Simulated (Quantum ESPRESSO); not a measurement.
# PbS under changes of volume

One of the cells (26.664 Å³/atom); the others are scaled copies at fixed shape and fractional positions:

```xyz
4
Lattice="2.0800 -5.9913 0.0000 2.0800 5.9913 0.0000 0.0000 0.0000 4.2793" Properties=species:S:1:pos:R:3 pbc="T T T"
Pb    2.0800    4.4268    1.0698
Pb    2.0800   -4.4268    3.2095
S     2.0800    1.7399    1.0698
S     2.0800   -1.7399    3.2095
```

Measurements of this composition are mostly on another form, of space group No. 225.

```yaml
Program: Quantum ESPRESSO 7.5
Functional: LDA
Potentials_or_basis: PseudoDojo 0.4.1 SR LDA standard
Cutoff: 762 eV
Density_cutoff: 3048 eV
k_mesh: 7 × 7 × 6
Occupations: fermi-dirac, width 0.05 eV
Spin: no spin polarisation
```

```tsv
volume (Å³/atom)	energy over the lowest point (meV/atom)	pressure (GPa)	gap on the mesh (eV)	largest force (eV/Å)
25.064	0.00	0.0	0.96	0.307
25.597	2.26	-1.3	1.01	0.164
26.130	8.49	-2.4	1.06	0.055
26.664	18.26	-3.4	1.10	0.092
27.197	31.19	-4.3	1.14	0.207
27.730	?	?	?	?
28.263	65.19	-5.8	1.18	0.415
```

Task: What does the run at 27.730 Å³/atom give?

Result: Energy over the lowest point 46.94 meV/atom; pressure -5.1 GPa; gap on the mesh 1.16 eV; largest force 0.315 eV/Å.

Worked out: A Birch-Murnaghan fit of order 3 (a polynomial in V^(-2/3)) to the other rows has its minimum at 25.05 Å³/atom, just outside them, with B0 = V·E''(V) = 63 GPa and B' = 4.3 at fixed shape and positions, which overstates the stiffness. It gives 46.93 meV/atom at 27.730 Å³/atom, against the run's 46.94, and -dE/dV = -5.1 GPa, against -5.1. A parabola through the other rows of the gap, of slope 1.22 eV per unit of ln V there, gives 1.16 eV, against the run's 1.16.

Energies are extrapolated to zero smearing.

Caveats: spin-orbit coupling is left out, which as a rule narrows the gap of such compounds by several tenths of an eV; an odd mesh through Γ misses points on the zone boundary, where band edges often lie.
